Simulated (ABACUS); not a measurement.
K:

```
K
1.0
    -2.69756    2.69756    2.69756
     2.69756   -2.69756    2.69756
     2.69756    2.69756   -2.69756
K
1
Direct
  0.00000 0.00000 0.00000
```

Base run:

| Quantity | Value |
| --- | --- |
| Program | ABACUS 3.10.1 |
| Functional | PBE |
| Potentials or basis | SPMS ONCV 1.0 PBE |
| Cutoff | 1007 eV |
| Density cutoff | 4027 eV |
| Basis | plane waves |
| k mesh | 6 × 6 × 6 |
| Occupations | fermi-dirac, width 0.05 eV |
| Spin | no spin polarisation |

Its results: band gap on the k mesh none (metal or under the smearing width); pressure -0.2 GPa.

Task: The run is repeated on the same cell with these changes: functional from PBE to LDA-PW92; potentials or basis from SPMS ONCV 1.0 PBE to PseudoDojo NC SR 0.4.1 LDA standard; cutoff from 1007 eV to 993 eV; density cutoff from 4027 eV to 3973 eV. What comes out?

Result: Band gap on the k mesh none (metal or under the smearing width); pressure -0.6 GPa.

Not every run made on this cell is shown here.
